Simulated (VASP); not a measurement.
# Si (P6_3/mmc) in VASP: notebook

One crystal, Si, is run at these levels: PBE; tasks: single point, relaxation of cell and atoms.

Everything below comes from runs of VASP 6.6.1. Logs are shortened: lines on timing, memory, paths and dates and some standing lists are left out, and cuts for length are marked.

## 1. The structure

Symmetry: P6_3/mmc, No. 194, hexagonal system. The conventional cell has a = 3.851 Å, b = 3.851 Å, c = 6.365 Å, α = 90.00°, β = 90.00°, γ = 120.00°. Si (site symmetry 3m) has 4 Si at 2.36 to 2.38 Å as nearest neighbours.

This isn't the form of Si at room conditions, which is diamond.

## 2. Single point, PBE

File INCAR:

```
PREC = Accurate
ENCUT = 520
EDIFF = 1E-7
ISMEAR = 0
SIGMA = 0.02
LREAL = False
LASPH = True
NELM = 100
ALGO = Normal
ISIF = 2
LWAVE = False
LCHARG = False
GGA = PE
NBANDS = 16
```

File KPOINTS:

```
regular mesh
0
Gamma
  12 12 6
```

File POSCAR:

```
Si
1.0
    3.8512806261      0.0000000000      0.0000000000
   -1.9256403131      3.3353068593      0.0000000000
    0.0000000000      0.0000000000      6.3650227259
Si
4
Direct
    0.3333333333      0.6666666667      0.0629309404
    0.6666666667      0.3333333333      0.5629309404
    0.3333333333      0.6666666667      0.4370690596
    0.6666666667      0.3333333333      0.9370690596
```

Potentials or basis: VASP PAW PBE potentials, release 64 (Si).

The run is started by

```sh
> cat potpaw_PBE.64/Si/POTCAR > POTCAR
> mpirun -np 1 vasp_std > vasp.out
```

OUTCAR:

```text
PREC = Accurate
   ENCUT = 520
   EDIFF = 1E-7
   ISMEAR = 0
   LREAL = False
   LASPH = True
   NELM = 100
   ISIF = 2
   GGA = PE

 ion  position               nearest neighbor table
   1  0.333  0.667  0.063-   4 2.36   4 2.36   4 2.36   3 2.38
   2  0.667  0.333  0.563-   3 2.36   3 2.36   3 2.36   4 2.38
   3  0.333  0.667  0.437-   2 2.36   2 2.36   2 2.36   1 2.38
   4  0.667  0.333  0.937-   1 2.36   1 2.36   1 2.36   2 2.38

  LATTYP: Found a hexagonal cell.
 ALAT       =     3.8512806261
 C/A-ratio  =     1.6527029172

  Lattice vectors:

 A1 = (   3.8512806261,   0.0000000000,   0.0000000000)
 A2 = (  -1.9256403131,   3.3353068593,   0.0000000000)
 A3 = (   0.0000000000,   0.0000000000,   6.3650227259)

Analysis of symmetry for initial positions (statically):
=====================================================================
 Subroutine PRICEL returns:
 Original cell was already a primitive cell.

 Routine SETGRP: Setting up the symmetry group for a
 hexagonal supercell.

 Subroutine GETGRP returns: Found 24 space group operations
 (whereof 12 operations were pure point group operations)
 out of a pool of 24 trial point group operations.

The static configuration has the point symmetry D_3d.
 The point group associated with its full space group is D_6h.

Analysis of symmetry for dynamics (positions and initial velocities):
=====================================================================
 Subroutine PRICEL returns:
 Original cell was already a primitive cell.

 Routine SETGRP: Setting up the symmetry group for a
 hexagonal supercell.

 Subroutine GETGRP returns: Found 24 space group operations
 (whereof 12 operations were pure point group operations)
 out of a pool of 24 trial point group operations.

The dynamic configuration has the point symmetry D_3d.
 The point group associated with its full space group is D_6h.

 Subroutine INISYM returns: Found 24 space group operations
 (whereof 12 operations are pure point group operations),
 and found     1 'primitive' translations

----------------------------------------------------------------------------------------

                                     Primitive cell

  volume of cell :      81.7600

  direct lattice vectors                    reciprocal lattice vectors
     3.851280626  0.000000000  0.000000000     0.259653891  0.149911244  0.000000000
    -1.925640313  3.335306859  0.000000000     0.000000000  0.299822488  0.000000000
     0.000000000  0.000000000  6.365022726     0.000000000  0.000000000  0.157108630

  length of vectors
     3.851280626  3.851280626  6.365022726     0.299822488  0.299822488  0.157108630

  position of ions in fractional coordinates (direct lattice)
     0.333333333  0.666666667  0.062930940
     0.666666667  0.333333333  0.562930940
     0.333333333  0.666666667  0.437069060
     0.666666667  0.333333333  0.937069060

  ion indices of the primitive-cell ions
   primitive index   ion index
                 1           1
                 2           2
                 3           3
                 4           4

----------------------------------------------------------------------------------------

 KPOINTS: regular mesh

Automatic generation of k-mesh.
 Grid dimensions read from file:
 generate k-points for:   12   12    6

 Generating k-lattice:

  Cartesian coordinates                     Fractional coordinates (reciprocal lattice)
     0.021637824  0.012492604  0.000000000     0.083333333  0.000000000  0.000000000
     0.000000000  0.024985207  0.000000000     0.000000000  0.083333333  0.000000000
     0.000000000  0.000000000  0.026184772     0.000000000  0.000000000  0.166666667

  Length of vectors
     0.024985207  0.024985207  0.026184772

  Shift w.r.t. Gamma in fractional coordinates (k-lattice)
     0.000000000  0.000000000  0.000000000

 Subroutine IBZKPT returns following result:
 ===========================================

 Found     76 irreducible k-points:

 Following reciprocal coordinates:
            Coordinates               Weight
  0.000000  0.000000  0.000000      1.000000
  0.083333  0.000000  0.000000      6.000000
  0.166667  0.000000  0.000000      6.000000
  0.250000  0.000000  0.000000      6.000000
  0.333333  0.000000  0.000000      6.000000
  0.416667  0.000000  0.000000      6.000000
[... 16 lines left out ...]
  0.250000  0.000000  0.166667     12.000000
  0.333333  0.000000  0.166667     12.000000
 [... further k-points ...]
   k-points           NKPTS =     76   k-points in BZ     NKDIM =     76   number of bands    NBANDS=     16
   number of dos      NEDOS =    301   number of ions     NIONS =      4
   total plane-waves  NPLWV =  43200
   dimension x,y,z NGX =    30 NGY =   30 NGZ =   48
   dimension x,y,z NGXF=    60 NGYF=   60 NGZF=   96
   ions per type =               4
   NGX,Y,Z   is equivalent  to a cutoff of  12.95, 12.95, 12.54 a.u.
   NGXF,Y,Z  is equivalent  to a cutoff of  25.90, 25.90, 25.07 a.u.
 SYSTEM =  unknown system
   PREC   = accura    normal or accurate (medium, high low for compatibility)
   ISTART =      0    job   : 0-new  1-cont  2-samecut
   ICHARG =      2    charge: 1-file 2-atom 10-const
   ISPIN  =      1    spin polarized calculation?
   LNONCOLLINEAR =      F non collinear calculations
   LSORBIT =      F    spin-orbit coupling
   LASPH  =      T    aspherical Exc in radial PAW
   ENCUT  =  520.0 eV  38.22 Ry    6.18 a.u.   7.16  7.16 11.83*2*pi/ulx,y,z
   NELM   =    100;   NELMIN=  2; NELMDL= -5     # of ELM steps
   EDIFF  = 0.1E-06   stopping-criterion for ELM
   LREAL  =      F    real-space projection
   EDIFFG = 0.1E-05   stopping-criterion for IOM
   NSW    =      0    number of steps for IOM
   IBRION =     -1    ionic relax: 0-MD 1-quasi-New 2-CG
   NFREE  =      0    steps in history (QN), initial steepest desc. (CG)
   ISIF   =      2    stress and relaxation
   ISYM   =      2    0-nonsym 1-usesym 2-fastsym
   POTIM  = 0.5000    time-step for ionic-motion
   TEBEG  =    0.0;   TEEND  =   0.0 temperature during run
   PSTRESS=    0.0 pullay stress
   NELECT =      16.0000    total number of electrons
   NUPDOWN=      -1.0000    fix difference up-down
   EMIN   =  10.00;   EMAX   =-10.00  energy-range for DOS
   EFERMI =   0.00;   METHOD = LEGACY
   ISMEAR =     0;   SIGMA  =   0.02  broadening in eV -4-tet -1-fermi 0-gaus
   EFERMI_NEDOS =   21; number of points for ismear=-14 and -15
   IALGO  =     38    algorithm
   IMIX   =      4    mixing-type and parameters
     AMIX     =   0.40;   BMIX     =  1.00
     AMIX_MAG =   1.60;   BMIX_MAG =  1.00
  volume/ion in A,a.u.               =      20.44       137.94
  Fermi-wavevector in a.u.,A,eV,Ry     =   0.950461  1.796112 12.291190  0.903377
  Thomas-Fermi vector in A             =   2.078840
   LORBIT       =      0    0 simple, 1 ext, 2 COOP (PROOUT), +10 PAW based schemes
   GGA     = PE    functional components
   LHFCALC =     F    Hartree Fock is set to
   AEXX    =    0.0000 exact exchange contribution
   IVDW    =     0    specifies the selected vdW correction
   LEPSILON=     F    determine dielectric tensor
   LRPA    =     F    only Hartree local field effects (RPA)
 non-spin polarized calculation
 Gauss-broadening in eV      SIGMA  =   0.02
  energy-cutoff  :      520.00
  volume of cell :       81.76
 maximum number of plane-waves:      2220
 NGX is ok and might be reduce to    30
   NGX = 15   NGY = 15   NGZ = 23

 number of electron      16.0000001 magnetization

 Free energy of the ion-electron system (eV)
  ---------------------------------------------------
  ext. energy  EPLUGINS =         0.00000000
  ---------------------------------------------------
  free energy    TOTEN  =       -21.65521802 eV

  energy without entropy =      -21.65521802  energy(sigma->0) =      -21.65521802

 E-fermi :   5.9990     XC(G=0):  -9.3236

 val. band max:        5.8625784686   @ k =   0.0000   0.0000   0.0000
 cond. band min:       6.3158148406   @ k =   0.5000   0.0000   0.0000
 fundamental gap:      0.4532363720
 Fermi energy:         5.9990056710

 k-point     1 :       0.0000    0.0000    0.0000
  band No.  band energies     occupation
      1      -6.2122      2.00000
      2      -3.9680      2.00000
      3      -1.2634      2.00000
      4       4.3704      2.00000
      5       4.3704      2.00000
      6       5.5277      2.00000
[... 8 lines left out ...]
     15      10.0209      0.00000
     16      11.8069      0.00000

 k-point     2 :       0.0833    0.0000    0.0000
  band No.  band energies     occupation
      1      -6.1324      2.00000
      2      -3.8865      2.00000
      3      -1.2224      2.00000
      4       3.6881      2.00000
      5       4.2044      2.00000
      6       5.2352      2.00000
[... 8 lines left out ...]
     15      10.3270      0.00000
     16      11.3067      0.00000

 k-point     3 :       0.1667    0.0000    0.0000
  band No.  band energies     occupation
      1      -5.8951      2.00000
      2      -3.6435      2.00000
      3      -1.1274      2.00000
      4       2.5218      2.00000
      5       3.8349      2.00000
      6       4.0124      2.00000
[... 8 lines left out ...]
     15      11.1347      0.00000
     16      11.4528      0.00000

 k-point     4 :       0.2500    0.0000    0.0000
  band No.  band energies     occupation
      1      -5.5080      2.00000
      2      -3.2454      2.00000
      3      -1.1050      2.00000
      4       1.5159      2.00000
      5       2.7129      2.00000
      6       3.4446      2.00000
[... 8 lines left out ...]
     15      11.9274      0.00000
     16      12.2673      0.00000
[... 324 lines left out ...]
 k-point    22 :       0.1667    0.0000    0.1667
  band No.  band energies     occupation
      1      -5.8069      2.00000
      2      -3.9651      2.00000
      3      -0.6582      2.00000
      4       2.6179      2.00000
      5       3.6021      2.00000
      6       3.9061      2.00000
[... 8 lines left out ...]
     15      11.0244      0.00000
     16      11.3793      0.00000

 k-point    23 :       0.2500    0.0000    0.1667
  band No.  band energies     occupation
      1      -5.4204      2.00000
      2      -3.5791      2.00000
      3      -0.6813      2.00000
      4       1.6673      2.00000
      5       2.3869      2.00000
      6       3.5169      2.00000
[... 8 lines left out ...]
     15      11.9435      0.00000
     16      12.1731      0.00000

 k-point    24 :       0.3333    0.0000    0.1667
  band No.  band energies     occupation
      1      -4.9049      2.00000
      2      -3.0745      2.00000
      3      -1.1011      2.00000
      4       1.1833      2.00000
      5       1.3408      2.00000
      6       3.2020      2.00000
[... 8 lines left out ...]
     15      12.9682      0.00000
     16      12.9882      0.00000

 [... further k-points ...]

------------------------ aborting loop because EDIFF is reached ----------------------------------------

  FORCE on cell =-STRESS in cart. coord.  units (eV):
  Direction    XX          YY          ZZ          XY          YZ          ZX
  --------------------------------------------------------------------------------------
  -------------------------------------------------------------------------------------
  Total       -0.0341970     -0.0341970     -0.0337116      0.0000000     -0.0000000      0.0000000
  in kB       -0.6701280     -0.6701280     -0.6606168      0.0000000     -0.0000000      0.0000000
  external PRESSURE =      -0.6669576 kB  Pullay stress =       0.0000000 kB

 VOLUME and BASIS-vectors are now :
 -----------------------------------------------------------------------------
  energy-cutoff  :      520.00
  volume of cell :       81.76
      direct lattice vectors                 reciprocal lattice vectors
     3.851280626  0.000000000  0.000000000     0.259653891  0.149911244  0.000000000
    -1.925640313  3.335306859  0.000000000     0.000000000  0.299822488  0.000000000
     0.000000000  0.000000000  6.365022726     0.000000000  0.000000000  0.157108630

 POSITION                                       TOTAL-FORCE (eV/Angst)
 -----------------------------------------------------------------------------------
     -0.00000      2.22354      0.40056        -0.000000      0.000000      0.000307
      1.92564      1.11177      3.58307         0.000000     -0.000000      0.000307
     -0.00000      2.22354      2.78195        -0.000000      0.000000     -0.000307
      1.92564      1.11177      5.96447         0.000000     -0.000000     -0.000307
 -----------------------------------------------------------------------------------
    total drift:                                0.000000     -0.000000      0.000000

  FREE ENERGIE OF THE ION-ELECTRON SYSTEM (eV)
  ---------------------------------------------------
  free  energy   TOTEN  =       -21.6552180239 eV

  energy  without entropy=      -21.6552180239  energy(sigma->0) =      -21.65521802
```

Wall time 50 s (1 thread of Intel Xeon 6975P-C (Granite Rapids), shared host); peak memory 0.22 GiB.

Results:

| Property | Result |
| --- | --- |
| Free energy | -21.6552 eV |
| Pressure | -0.1 GPa |
| Band gap on the k mesh | 0.45 eV, indirect (least direct gap 0.99 eV) |

Levels at points of the mesh, in eV from the valence-band top:
```tsv
k point	band 6	band 7	band 8	band 9	band 10	band 11
(0.00, 0.00, 0.00)	-0.33	0.00	0.00	0.99	2.02	2.02
(0.50, 0.00, 0.00)	-3.00	-2.92	-1.42	0.45	2.33	3.02
(0.00, 0.00, 0.50)	-0.91	-0.91	-0.91	1.77	1.77	2.99
(0.50, 0.00, 0.50)	-2.41	-2.38	-2.38	0.92	0.92	1.70
```

A k mesh can miss the band edges. PBE gaps usually lie below the measured ones, often by a third to a half.

## 3. Relaxation of cell and atoms, PBE

This run uses another cell than the first one, of 20.13 Å³/atom, 0.985 times its volume.

File INCAR:

```
SYSTEM = Si
  PREC = Accurate
  ENCUT = 600
  EDIFF = 1E-6
  ISMEAR = 0
  SIGMA = 0.02
  LREAL = .FALSE.
  LASPH = .TRUE.
  NELM = 100
  ALGO = Normal
  ISIF = 3
  LWAVE = .FALSE.
  LCHARG = .FALSE.
  GGA = PE
  IBRION = 2
  NSW = 100
  EDIFFG = -0.005
```

File KPOINTS:

```
Automatic mesh
0
G
  12 12 6
  0 0 0
```

File POSCAR:

```
Si
1.0
    3.8313174605      0.0000000000      0.0000000000
   -1.9156587303      3.3180182508      0.0000000000
    0.0000000000      0.0000000000      6.3326220002
Si
4
Direct
    0.3333333300      0.6666666700      0.0630095000
    0.6666666700      0.3333333300      0.5630095000
    0.3333333300      0.6666666700      0.4369905000
    0.6666666700      0.3333333300      0.9369905000
```

Potentials or basis: VASP PAW PBE potentials, release 64 (Si).

The run is started by

```sh
> cat potpaw_PBE.64/Si/POTCAR > POTCAR
> mpirun -np 1 vasp_std > vasp.out
```

It took 96 s on 1 thread of Intel Xeon 6975P-C (Granite Rapids), shared host; peak memory 0.26 GiB.

It converged, with:

```yaml
Free_energy: -21.6554 eV
Relaxed_volume: 20.43 Å³/atom
Relaxed_cell: a = 3.851 Å, b = 3.851 Å, c = 6.363 Å, α = 90.00°, β = 90.00°, γ = 120.00°
Space_group_after_relaxing_to_0.05_Å: P6_3/mmc (No. 194)
Energy_gained_by_relaxing: 1.3 meV/atom
Ionic_steps: 7
Pressure_after_relaxing: 0.0 GPa
Band_gap_on_the_k_mesh: 0.45 eV, indirect (least direct gap 0.99 eV)
```

The path:
```
step  energy change (eV)  largest force (eV/Å)  pressure (GPa)  volume (Å³)
   1              0.0000                0.0053            1.36        80.50
   2             -0.0028                0.0051           -0.86        82.52
   3             -0.0050                0.0051            0.01        81.70
   4             -0.0050                0.0051           -0.01        81.72
   5             -0.0050                0.0006           -0.02        81.72
   6             -0.0050                0.0024           -0.02        81.72
   7             -0.0050                0.0015            0.00        81.70
```

Final structure:
```
Si
1.0
     3.85058    0.00000    0.00000
    -1.92529    3.33470    0.00000
     0.00000    0.00000    6.36285
Si
4
Direct
  0.33333 0.66667 0.06292
  0.66667 0.33333 0.56292
  0.33333 0.66667 0.43708
  0.66667 0.33333 0.93708
```

Levels at points of the mesh, in eV from the valence-band top:
```csv
k point,band 5,band 6,band 7,band 8,band 9,band 10,band 11,band 12
"(0.00, 0.00, 0.00)",-1.49,-0.33,0.00,0.00,0.99,2.02,2.02,2.32
"(0.50, 0.00, 0.00)",-4.58,-3.00,-2.92,-1.42,0.45,2.33,3.02,3.13
"(0.00, 0.00, 0.50)",-0.91,-0.91,-0.91,-0.91,1.77,1.77,2.99,2.99
"(0.50, 0.00, 0.50)",-2.41,-2.41,-2.38,-2.38,0.93,0.93,1.70,1.70
```

A k mesh can miss the band edges. PBE gaps usually lie below the measured ones, often by a third to a half.

(Continued in part 2 of 2.)
